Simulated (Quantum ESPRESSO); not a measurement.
## MgO in Quantum ESPRESSO: the effect of functional

Crystal: MgO.

```
Mg O
1.0
     0.00000    2.09700    2.09700
     2.09700    0.00000    2.09700
     2.09700    2.09700    0.00000
Mg O
1 1
Direct
  0.00000 0.00000 0.00000
  0.50000 0.50000 0.50000
```

The cell is a database's computed one.

Alike in all runs:

- Program: Quantum ESPRESSO 7.5
- Task: dielectric tensor
- Cutoff: 1143 eV
- Density cutoff: 4572 eV
- k mesh: 8 × 8 × 8, shifted
- Occupations: fermi-dirac, width 0.05 eV
- Spin: no spin polarisation

| functional | potentials or basis | pressure (GPa) | dielectric constant (mean) |
| --- | --- | --- | --- |
| LDA | PseudoDojo 0.4.1 SR LDA standard | -4.0 | 3.20 |
| PBEsol | PseudoDojo 0.4.1 SR PBEsol standard | ? | ? |
| WC | PseudoDojo 0.4.1 SR PBE standard | 3.1 | 3.21 |
| BLYP | PseudoDojo 0.4.1 SR PBE standard | 9.6 | 3.09 |
| AM05 | PseudoDojo 0.4.1 SR PBE standard | 3.5 | 3.22 |

Task: What does the run with functional PBEsol give?

Result: Pressure 2.3 GPa; dielectric constant 3.22 mean.

Caveats: the cell is more than 3 GPa from zero pressure, which shifts response properties (some runs); the potentials were made for another functional, which shifts forces and pressure (some runs).

Runs at the PBE level aren't shown here.
